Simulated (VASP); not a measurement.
Write the native input for VASP 6.6.1 that does the following.

```yaml
Task: relaxation of the atoms
Functional: LDA
Potentials_or_basis: VASP PAW LDA potentials, release 64 (Si, C)
Cutoff: 600 eV
k_mesh: 10 × 10 × 10
Occupations: gaussian, width 0.03 eV
Spin: no spin polarisation
Further_INCAR_settings: ALGO = Normal; EDIFF = 1e-07; IBRION = 2; EDIFFG = -0.01; NSW = 40
```

The structure of SiC (Moissanite 3C) lies in POSCAR:

```
SiC                                     
1.0
    0.0000000000      2.1652753731      2.1652753731
    2.1652753731      0.0000000000      2.1652753731
    2.1652753731      2.1652753731      0.0000000000
  Si              C             
     1     1
Direct
     0.0000000000000000    0.0000000000000000    0.0000000000000000
     0.2500000000000000    0.2500000000000000    0.2500000000000000
```

These files were run (other wordings do the same):

INCAR

```
SYSTEM = SiC
  ALGO = Normal
  EDIFF = 1E-7
  EDIFFG = -0.01
  ENCUT = 600
  IBRION = 2
  ISIF = 2
  ISMEAR = 0
  LASPH = .True.
  LCHARG = .False.
  LREAL = .False.
  LWAVE = .False.
  NELM = 80
  NSW = 40
  PREC = Accurate
  SIGMA = 0.03
```

KPOINTS

```
k-points
0
Gamma
  10 10 10
  0 0 0
```

Potentials or basis: VASP PAW LDA potentials, release 64 (Si, C).

Run with:

```bash
$ cat potpaw_LDA.64/Si/POTCAR potpaw_LDA.64/C/POTCAR > POTCAR
$ mpirun -np 1 vasp_std > vasp.out
```

Results of the run:

* Pressure after relaxing: 0.0 GPa
* Band gap on the k mesh: 1.29 eV, indirect (least direct gap 4.52 eV)

Caveat: the relaxation stopped at its first step, so nothing moved.

It took 7.4 s on 1 thread of Intel(R) Xeon(R) Platinum 8488C (Sapphire Rapids) (shared host), peak memory 0.12 GiB.
